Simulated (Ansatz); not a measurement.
**C: relaxation step by step**

The guess for C was made by a generator: random cell by space group and Wyckoff sites (P6/mmm, No. 191). The dimensions are guesses.

```
CELL_PARAMETERS angstrom
2.72384 0.00000 0.00000
-1.36192 2.35892 0.00000
0.00000 0.00000 4.12010
ATOMIC_POSITIONS crystal
C 0.50000 0.00000 0.50000
C 0.00000 0.50000 0.50000
C 0.50000 0.50000 0.50000
C 0.00000 0.00000 0.00000
```

Level of theory: DFT PBE, scalar-relativistic, plane waves, PAW (Ansatz 0.2.0). Cutoff 420 eV, Gaussian smearing, Γ-centred meshes. Cell and atoms relax first on a coarse mesh and then on a finer one. In between, the cell is made exact in the group found at 0.06 Å. In metals the finer mesh still leaves noise of several meV/atom or more. The steps can't lower the symmetry of their start. No spin polarisation.

Steps on the 9×9×4 mesh (4 atoms, 19 steps). The free energy counts from the last step; the plane-wave basis is renewed at times, which shifts energy and pressure.

| step | ΔF (meV/atom) | V (Å³/atom) | P (GPa) |
| --- | --- | --- | --- |
| 1 | 492.0 | 6.62 | 83.30 |
| 2 | 215.6 | 7.43 | 38.96 |
| 3 | 105.4 | 8.21 | 13.73 |
| 4 | 79.5 | 8.77 | 3.02 |
| 5 | 78.1 | 9.02 | -0.07 |
| 6 | 78.0 | 9.00 | 0.04 |
| 7 | 33.8 | 9.00 | 4.18 |
| 8 | 22.6 | 9.39 | 1.95 |
| 9 | 20.2 | 9.75 | 0.97 |
| 10 | 20.8 | 9.91 | 0.16 |
| 11 | 12.4 | 9.91 | 0.48 |
| 12 | 10.5 | 10.31 | -0.27 |
| 13 | 9.2 | 10.60 | 0.58 |
| 14 | 11.7 | 11.03 | -0.21 |
| 15 | 10.1 | 10.84 | -0.03 |
| 16 | 2.3 | 10.84 | 0.19 |
| 17 | 1.8 | 11.14 | 0.11 |
| 18 | 2.3 | 11.32 | -0.05 |
| 19 | 0.0 | 11.32 | 0.00 |

The relaxed structure, after a last relaxation on the converged mesh:

```
C
1.0
     2.94360    0.00000    0.00000
    -1.47180    2.54923    0.00000
     0.00000    0.00000    6.26556
C
4
Direct
  0.50000 0.00000 0.50000
  0.00000 0.50000 0.50000
  0.50000 0.50000 0.50000
  0.00000 0.00000 0.00000
```

The symmetry stays P6/mmm (No. 191). The volume per atom grows by 77.6 %, from 6.6 to 11.8 Å³. The shortest distance goes from 1.36 Å (C–C) to 1.47 Å (C–C). The ratio c/a of the conventional cell changes by a factor of 1.41. The energy falls by about 0.50 eV/atom (the start's value is from the coarse mesh). C on a site of symmetry mmm has 4 C at 1.47 Å; around C on a site of symmetry 6/mmm lie 6 C at 2.94 Å (long contacts).

For C, the volume per atom is 11.8 Å³ and the density is 1.7 g/cm³. The energy over the standard state is +3.66 eV/atom. The gap on the 18×18×8 mesh of the 4-atom cell is 0 eV (a metal).

Energies count from the standard state of C at the same level.

The last run used Gaussian smearing of 0.10 eV. No dispersion correction is applied, so the spacing and binding between layers, chains or molecules are poorly described. The reference form of C is held partly by dispersion forces, which this level lacks. Symmetry constrained the relaxation, so the result can be a saddle point. In all, the 3 runs took 46 s on 1 thread of Intel(R) Xeon(R) 6975P-C (Granite Rapids), with other jobs on the host.
